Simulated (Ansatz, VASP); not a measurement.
## Ti: VASP beside Ansatz

File INCAR:

```
SYSTEM = Ti
PREC = Accurate
ENCUT = 520
EDIFF = 1E-6
ISMEAR = 0
SIGMA = 0.1
LREAL = .FALSE.
LASPH = .TRUE.
NELM = 100
ALGO = Normal
ISIF = 2
LWAVE = .FALSE.
LCHARG = .FALSE.
GGA = PE
NBANDS = 25
```

The input KPOINTS:

```
regular mesh
0
G
  6 6 6
  0 0 0
```

Contents of POSCAR:

```
Ti
1.0
    4.5673748306      0.0000000000      0.0000000000
   -2.2836874153      3.9554626319      0.0000000000
    0.0000000000      0.0000000000      2.8262442700
Ti
3
Direct
    0.0000000000      0.0000000000      0.0000000000
    0.3333333300      0.6666666700      0.5000000000
    0.6666666700      0.3333333300      0.5000000000
```

Input for Ansatz:

```yaml
crystal:
  lattice:
    - [4.5673748306, 0.0, 0.0]
    - [-2.2836874153, 3.9554626319, 0.0]
    - [0.0, 0.0, 2.82624427]
  atoms:
    - { symbol: Ti, position: [0.0, 0.0, 0.0] }
    - { symbol: Ti, position: [0.33333333, 0.66666667, 0.5] }
    - { symbol: Ti, position: [0.66666667, 0.33333333, 0.5] }
basis:
  ecutwfc: 420
kpoints:
  mp_grid: { grid: [6, 6, 6] }
hamiltonian:
  xc: pbe
scf:
  occupations: { method: gaussian, width: 0.1 }
output:
  forces: true
  stress: true
  eigenvalues: true
```

This isn't the form of Ti at room conditions, which is hcp.

Alike in both runs: task single point; functional PBE; k mesh 6 × 6 × 6; occupations gaussian, width 0.1 eV; no spin polarisation.

```csv
,VASP,Ansatz
version,VASP 6.6.1,Ansatz 0.2.0
potentials or method,"VASP PAW PBE potentials, release 64 (Ti_sv)","scalar-relativistic, plane waves, PAW"
plane-wave cutoff (eV),520,420
valence electrons in the cell,36,36
```

```csv
,VASP,Ansatz,Ansatz less VASP
gap on the k mesh at the Fermi level (eV),none,none,-
pressure (GPa),0.7,1.0,+0.22
largest component of the traceless stress (GPa),0.08,0.09,+0.014
```

A gap of «none» marks a metal or a gap that the smearing closes.

Caveats: the k mesh is coarse (spacing up to 0.37 Å⁻¹), so the values aren't converged.
